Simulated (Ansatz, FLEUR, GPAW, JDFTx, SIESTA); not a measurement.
# One calculation of BAs, 5 ways

```
As B
1.0
     0.00000    2.38850    2.38850
     2.38850    0.00000    2.38850
     2.38850    2.38850    0.00000
As B
1 1
Direct
  0.75000 0.75000 0.75000
  0.00000 0.00000 0.00000
```

Alike in all runs: task band structure; functional BLYP; k mesh 10 × 10 × 10; occupations fermi-dirac, width 0.05 eV; no spin polarisation; no spin-orbit coupling. Pressure is positive in compression and, in plane waves, holds the error of the finite cutoff. Gaps are the smaller of the mesh's and the band path's.

```tsv
program and potentials	plane-wave cutoff (eV)	notes	band gap (eV)	pressure (GPa)
SIESTA, files PseudoDojo sr-pbe-0.4.1-standard, DZP (energy shift 0.003 Ry; two zetas on semicore shells)	-	atomic basis; potentials made for PBE; 9 valence electrons an atom on average	1.59	10.25
JDFTx, PseudoDojo-SR-PBE-0.5-standard with smoothed tails	1143	potentials made for PBE; 9 valence electrons an atom on average	1.46	-
Ansatz, all-electron LAPW, scalar-relativistic	-	-	?	?
GPAW, PAW data sets generated for this functional	800	4 valence electrons an atom on average	1.41	8.21
FLEUR, all-electron, FLAPW	-	-	1.41	-
```

Problem. Estimate from the other rows what the run with Ansatz, all-electron LAPW, scalar-relativistic gave.

Solution. Band gap 1.41 eV; pressure 7.85 GPa. The other rows, which needn't bracket it: band gap 1.41 to 1.59; pressure 8.21 to 10.25.
